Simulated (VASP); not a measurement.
# BN (Fmm2) in VASP: a series of runs

Runs on BN. Level: PBEsol. Tasks: single point, relaxation of cell and atoms.

All numbers are computed with VASP 6.6.1; they aren't measurements. Logs are shortened: lines on timing, memory, paths and dates and some standing lists are left out, and cuts for length are marked.

### Step 1. The crystal as given

It takes space group Fmm2 (No. 42, orthorhombic). Conventional cell: a = 2.505 Å, b = 7.116 Å, c = 4.336 Å, α = 90.00°, β = 90.00°, γ = 90.00°. B (site symmetry mm2) is surrounded by 3 N at 1.45 Å. N (site symmetry mm2) has 3 B at 1.45 Å as nearest neighbours.

Measurements of this composition are mostly on another form, of space group No. 194.

### Step 2. Single point, PBEsol

File INCAR:

```
ALGO     = Normal         # electronic algorithm
EDIFF    = 1E-6           # SCF threshold, eV
ENCUT    = 520            # plane-wave cutoff, eV
GGA      = PS             # functional
ISIF     = 2              # what is computed and relaxed
ISMEAR   = 0              # smearing method
LASPH    = True           # aspherical terms in the spheres
LCHARG   = False          # write CHGCAR
LREAL    = False          # projectors in reciprocal space
LWAVE    = False          # write WAVECAR
NBANDS   = 11             # bands
NELM     = 100            # most SCF steps
PREC     = Accurate       # precision mode
SIGMA    = 0.02           # smearing width, eV
```

File KPOINTS:

```
k-points
0
Gamma
  12 12 12
```

File POSCAR:

```
BN
1.0
    0.0000000000      3.5579032425      2.1677666186
    1.2524522067      0.0000000000      2.1677666186
    1.2524522067      3.5579032425      0.0000000000
B N
1 1
Direct
    0.0000672847      0.0000672847      0.9999327153
    0.6666327053      0.6666327053      0.3333672947
```

Potentials or basis: VASP PAW PBE potentials, release 64 (B, N).

Command:

```sh
cat potpaw_PBE.64/B/POTCAR potpaw_PBE.64/N/POTCAR > POTCAR
mpirun -np 1 vasp_std > vasp.out
```

OUTCAR:

```text
EDIFF = 1E-6
   ENCUT = 520
   GGA = PS
   ISIF = 2
   ISMEAR = 0
   LASPH = True
   LREAL = False
   NELM = 100
   PREC = Accurate

 ion  position               nearest neighbor table
   1  0.000  0.000  1.000-   2 1.45   2 1.45   2 1.45
   2  0.667  0.667  0.333-   1 1.45   1 1.45   1 1.45

  LATTYP: Found a face centered orthorhombic cell.
 ALAT       =     2.5049044134
 B/A-ratio  =     1.7308178364
 C/A-ratio  =     2.8407497096

  Lattice vectors:

 A1 = (   0.0000000000,   3.5579032425,   2.1677666186)
 A2 = (  -1.2524522067,   3.5579032425,   0.0000000000)
 A3 = (  -1.2524522067,   0.0000000000,   2.1677666186)

Analysis of symmetry for initial positions (statically):
=====================================================================
 Subroutine PRICEL returns:
 Original cell was already a primitive cell.

 Routine SETGRP: Setting up the symmetry group for a
 face centered orthorhombic supercell.

 Subroutine GETGRP returns: Found  4 space group operations
 (whereof  4 operations were pure point group operations)
 out of a pool of  8 trial point group operations.

The static configuration has the point symmetry C_2v.

Analysis of symmetry for dynamics (positions and initial velocities):
=====================================================================
 Subroutine PRICEL returns:
 Original cell was already a primitive cell.

 Routine SETGRP: Setting up the symmetry group for a
 face centered orthorhombic supercell.

 Subroutine GETGRP returns: Found  4 space group operations
 (whereof  4 operations were pure point group operations)
 out of a pool of  8 trial point group operations.

The dynamic configuration has the point symmetry C_2v.

 Subroutine INISYM returns: Found  4 space group operations
 (whereof  4 operations are pure point group operations),
 and found     1 'primitive' translations

----------------------------------------------------------------------------------------

                                     Primitive cell

  volume of cell :      19.3196

  direct lattice vectors                    reciprocal lattice vectors
     0.000000000  3.557903243  2.167766619    -0.399216830  0.140532208  0.230652136
     1.252452207  0.000000000  2.167766619     0.399216830 -0.140532208  0.230652136
     1.252452207  3.557903243  0.000000000     0.399216830  0.140532208 -0.230652136

[... 89 lines left out ...]
   ISIF   =      2    stress and relaxation
   ISYM   =      2    0-nonsym 1-usesym 2-fastsym
   POTIM  = 0.5000    time-step for ionic-motion
   TEBEG  =    0.0;   TEEND  =   0.0 temperature during run
   PSTRESS=    0.0 pullay stress
   NELECT =       8.0000    total number of electrons
   NUPDOWN=      -1.0000    fix difference up-down
   EMIN   =  10.00;   EMAX   =-10.00  energy-range for DOS
   EFERMI =   0.00;   METHOD = LEGACY
   ISMEAR =     0;   SIGMA  =   0.02  broadening in eV -4-tet -1-fermi 0-gaus
   EFERMI_NEDOS =   21; number of points for ismear=-14 and -15
   IALGO  =     38    algorithm
   IMIX   =      4    mixing-type and parameters
     AMIX     =   0.40;   BMIX     =  1.00
     AMIX_MAG =   1.60;   BMIX_MAG =  1.00
  volume/ion in A,a.u.               =       9.66        65.19
  Fermi-wavevector in a.u.,A,eV,Ry     =   1.220222  2.305885 20.258286  1.488942
  Thomas-Fermi vector in A             =   2.355447
   LORBIT       =      0    0 simple, 1 ext, 2 COOP (PROOUT), +10 PAW based schemes
   GGA     = PS    functional components
   LHFCALC =     F    Hartree Fock is set to
   AEXX    =    0.0000 exact exchange contribution
   IVDW    =     0    specifies the selected vdW correction
   LEPSILON=     F    determine dielectric tensor
   LRPA    =     F    only Hartree local field effects (RPA)
 non-spin polarized calculation
 Gauss-broadening in eV      SIGMA  =   0.02
  energy-cutoff  :      520.00
  volume of cell :       19.32
 maximum number of plane-waves:       535
   NGX = 15   NGY =  9   NGZ = 13

 number of electron       8.0000000 magnetization

 Free energy of the ion-electron system (eV)
  ---------------------------------------------------
  ext. energy  EPLUGINS =         0.00000000
  ---------------------------------------------------
  free energy    TOTEN  =       -18.28374711 eV

  energy without entropy =      -18.28374711  energy(sigma->0) =      -18.28374711

 E-fermi :   1.8783     XC(G=0):  -9.8381

 val. band max:        1.7505382932   @ k =   0.5000  -0.3333   0.1667
 cond. band min:       5.5558006416   @ k =   0.0000   0.5000   0.5000
 fundamental gap:      3.8052623483
 Fermi energy:         1.8782756526

 k-point     1 :       0.0000    0.0000    0.0000
  band No.  band energies     occupation
      1     -16.0479      2.00000
      2      -2.8242      2.00000
      3       0.3582      2.00000
      4       0.3593      2.00000
      5       6.3529      0.00000
      6      13.2032      0.00000
      7      13.2618      0.00000
      8      14.6296      0.00000
      9      16.0497      0.00000
     10      27.0611      0.00000
     11      27.7939      0.00000
[... 309 lines left out ...]
 k-point    24 :      -0.4167    0.1667   -0.0000
  band No.  band energies     occupation
      1     -12.6004      2.00000
      2      -6.9254      2.00000
      3      -3.8144      2.00000
      4       1.1067      2.00000
      5       6.4096      0.00000
      6      13.1437      0.00000
      7      14.9450      0.00000
      8      16.5449      0.00000
      9      19.7410      0.00000
     10      22.0745      0.00000
     11      23.7193      0.00000

 [... further k-points ...]

------------------------ aborting loop because EDIFF is reached ----------------------------------------

  FORCE on cell =-STRESS in cart. coord.  units (eV):
  Direction    XX          YY          ZZ          XY          YZ          ZX
  --------------------------------------------------------------------------------------
  -------------------------------------------------------------------------------------
  Total        0.0596332     -0.0129231      0.0598230      0.0000000      0.0000000      0.0000000
  in kB        4.9453924     -1.0717175      4.9611334      0.0000000      0.0000000      0.0000000
  external PRESSURE =       2.9449361 kB  Pullay stress =       0.0000000 kB

 VOLUME and BASIS-vectors are now :
 -----------------------------------------------------------------------------
  energy-cutoff  :      520.00
  volume of cell :       19.32
      direct lattice vectors                 reciprocal lattice vectors
     0.000000000  3.557903243  2.167766619    -0.399216830  0.140532208  0.230652136
     1.252452207  0.000000000  2.167766619     0.399216830 -0.140532208  0.230652136
     1.252452207  3.557903243  0.000000000     0.399216830  0.140532208 -0.230652136

 POSITION                                       TOTAL-FORCE (eV/Angst)
 -----------------------------------------------------------------------------------
      1.25245      3.55790      0.00029         0.000000      0.000000      0.000161
      1.25245      3.55790      2.89021         0.000000      0.000000     -0.000161
 -----------------------------------------------------------------------------------
    total drift:                                0.000004      0.000005     -0.000058

  FREE ENERGIE OF THE ION-ELECTRON SYSTEM (eV)
  ---------------------------------------------------
  free  energy   TOTEN  =       -18.2837471126 eV

  energy  without entropy=      -18.2837471126  energy(sigma->0) =      -18.28374711
```

stdout:

```text
POSCAR found type information on POSCAR B N
 POSCAR found :  2 types and       2 ions
 scaLAPACK will be used
 -----------------------------------------------------------------------------
|                                                                             |
|                                                                             |
|     You enforced a specific xc type in the INCAR file but a different       |
|     I HOPE YOU KNOW WHAT YOU ARE DOING!                                     |
|                                                                             |
 -----------------------------------------------------------------------------

 LDA part: xc-table for (Slater+PW92), standard interpolation
 POSCAR, INCAR and KPOINTS ok, starting setup
 FFT: planning ... GRIDC
 FFT: planning ... GRID_SOFT
 FFT: planning ... GRID
 WAVECAR not read
 entering main loop
```

It took 23 s on 1 thread of Intel Xeon 6975P-C (Granite Rapids), shared host; peak memory 0.18 GiB.

What came out:

- Free energy: -18.2837 eV
- Pressure: 0.3 GPa
- Band gap on the k mesh: 3.81 eV, indirect (least direct gap 4.49 eV)

Caveat: the PAW data sets were made with another functional, which shifts forces and pressure a little.

### Step 3. Relaxation of cell and atoms, PBEsol

This run uses another cell than the first one, of 9.48 Å³/atom, 0.981 times its volume.

File INCAR:

```
SYSTEM = BN
PREC     = Accurate       ! precision mode
ENCUT    = 600            ! plane-wave cutoff, eV
EDIFF    = 1E-6           ! SCF threshold, eV
ISMEAR   = 0              ! smearing method
SIGMA    = 0.02           ! smearing width, eV
LREAL    = .FALSE.        ! projectors in reciprocal space
LASPH    = .TRUE.         ! aspherical terms in the spheres
NELM     = 100            ! most SCF steps
ALGO     = Normal         ! electronic algorithm
ISIF     = 3              ! what is computed and relaxed
LWAVE    = .FALSE.        ! write WAVECAR
LCHARG   = .FALSE.        ! write CHGCAR
GGA      = PS             ! functional
IBRION   = 2              ! ionic algorithm
NSW      = 100            ! ionic steps
EDIFFG   = -0.005         ! ionic threshold
```

File KPOINTS:

```
regular mesh
0
G
  12 12 12
  0 0 0
```

File POSCAR:

```
BN
1.0
    0.0000000000      3.4953158300      2.1660912400
    1.2516321000      0.0000000000      2.1660912400
    1.2516321000      3.4953158300      0.0000000000
B N
1 1
Direct
    0.0000486500      0.0000486500      0.9999513500
    0.6666513400      0.6666513400      0.3333486600
```

Potentials or basis: VASP PAW PBE potentials, release 64 (B, N).

Command:

```sh
cat potpaw_PBE.64/B/POTCAR potpaw_PBE.64/N/POTCAR > POTCAR
mpirun -np 1 vasp_std > vasp.out
```

Run time: 40 s. Hardware: 1 thread of Intel Xeon 6975P-C (Granite Rapids), shared host; peak memory 0.18 GiB.

It converged, with:

```yaml
Free_energy: -18.2869 eV
Relaxed_volume: 9.50 Å³/atom
Relaxed_cell: a = 4.113 Å, b = 2.504 Å, c = 3.713 Å, α = 80.28°, β = 36.88°, γ = 62.84°
Space_group_after_relaxing_to_0.05_Å: Fmm2 (No. 42)
Energy_gained_by_relaxing: 0.1 meV/atom
Ionic_steps: 3
Pressure_after_relaxing: 0.0 GPa
Largest_force_after_relaxing: 0.004 eV/Å
Band_gap_on_the_k_mesh: 3.73 eV, indirect (least direct gap 4.48 eV)
```

Forces on the atoms (eV/Å):
```
B    0.000  0.000 -0.004
N    0.000  0.000  0.004
```

Step by step:
| step | energy change (eV) | largest force (eV/Å) | pressure (GPa) | volume (Å³) |
| --- | --- | --- | --- | --- |
| 1 | 0.0000 | 0.0101 | 0.68 | 18.95 |
| 2 | 0.0004 | 0.0317 | -1.35 | 19.06 |
| 3 | -0.0001 | 0.0042 | -0.01 | 18.99 |

Final structure:
```
B N
1.0
     0.00000    3.49518    2.16832
     1.25287    0.00000    2.16832
     1.25287    3.49518    0.00000
B N
1 1
Cartesian
  1.2529 3.4952 0.0004
  1.2529 3.4952 2.8909
```

Levels at points of the mesh, in eV from the valence-band top:
| k point | band 1 | band 2 | band 3 | band 4 | band 5 | band 6 | band 7 | band 8 |
| --- | --- | --- | --- | --- | --- | --- | --- | --- |
| (0.00, 0.00, 0.00) | -17.81 | -4.50 | -1.40 | -1.40 | 4.67 | 11.43 | 11.51 | 12.91 |
| (0.50, 0.00, 0.00) | -14.60 | -8.99 | -4.21 | -1.02 | 4.53 | 9.72 | 13.11 | 15.43 |
| (0.50, 0.50, 0.00) | -14.65 | -9.09 | -4.20 | -0.52 | 5.71 | 9.29 | 12.00 | 13.55 |
| (0.50, 0.00, 0.50) | -17.61 | -6.17 | -1.42 | -1.39 | 9.43 | 11.40 | 11.46 | 11.83 |
| (0.00, 0.50, 0.50) | -14.54 | -8.89 | -4.24 | -1.48 | 3.73 | 9.80 | 14.29 | 18.35 |

Caveat: the PAW data sets were made with another functional, which shifts forces and pressure a little. A k mesh can miss the band edges.

### Step 4. Single point, PBEsol

This run uses another cell than the first one, of 7.71 Å³/atom, 0.798 times its volume.

File INCAR:

```
PREC = Accurate
ENCUT = 520
EDIFF = 1E-6
ISMEAR = 0
SIGMA = 0.02
LREAL = False
LASPH = True
NELM = 100
ALGO = Normal
ISIF = 2
LWAVE = False
LCHARG = True
GGA = PS
LELF = True
LVHAR = True
NBANDS = 11
```

File KPOINTS:

```
regular mesh
0
Gamma
  12 12 12
```

File POSCAR:

```
BN
1.0
    0.0000000000      2.8830978241      2.1465218411
    1.2454307185      0.0000000000      2.1465218411
    1.2454307185      2.8830978241      0.0000000000
B N
1 1
Direct
    0.0003335181      0.0003335181      0.9996664819
    0.6663664719      0.6663664719      0.3336335281
```

Command:

```sh
cat potpaw_PBE.64/B/POTCAR potpaw_PBE.64/N/POTCAR > POTCAR
mpirun -np 1 vasp_std > vasp.out
```

Run time: 16 s. Hardware: 1 thread of Intel Xeon 6975P-C (Granite Rapids), shared host; peak memory 0.16 GiB.

The run converged. Its results:

* Free energy: -18.2053 eV
* Pressure: 10.4 GPa
* Band gap on the k mesh: 2.43 eV, indirect (least direct gap 4.51 eV)

Stress tensor (GPa, compression positive):
```
10.63  0.00  0.00
 0.00  9.80  0.00
 0.00  0.00 10.64
```

Levels at points of the mesh, in eV from the valence-band top:
| k point | band 2 | band 3 | band 4 | band 5 | band 6 | band 7 |
| --- | --- | --- | --- | --- | --- | --- |
| (0.00, 0.00, 0.00) | -3.79 | -1.85 | -1.83 | 5.61 | 11.07 | 11.36 |
| (0.50, 0.00, 0.00) | -9.65 | -4.72 | -1.57 | 3.95 | 9.62 | 13.97 |
| (0.50, 0.50, 0.00) | -9.97 | -4.70 | -0.17 | 6.52 | 9.22 | 12.45 |
| (0.50, 0.00, 0.50) | -7.79 | -1.98 | -1.80 | 10.89 | 11.07 | 11.14 |
| (0.00, 0.50, 0.50) | -9.23 | -4.92 | -2.80 | 2.43 | 9.18 | 15.71 |

Caveat: the PAW data sets were made with another functional, which shifts forces and pressure a little.

### Step 5. Summary

```csv
task,cell,cutoff (eV),gap on the mesh (eV),pressure (GPa)
single point,"Fmm2, 9.66 Å³/atom",520,3.81,0.3
relaxation of cell and atoms,relaxed,600,3.73,0.0
single point,"Fmm2, 7.71 Å³/atom",520,2.43,10.4
```

Alike in all rows: level PBEsol; potentials or basis VASP PAW PBE potentials, release 64 (B, N); no spin polarisation; k mesh 12 × 12 × 12; smearing gaussian 0.02 eV.

Caveats: the PAW data sets were made with another functional, which shifts forces and pressure a little.

Total energies depend on the potentials used, so only differences within one code and one set of settings carry meaning.
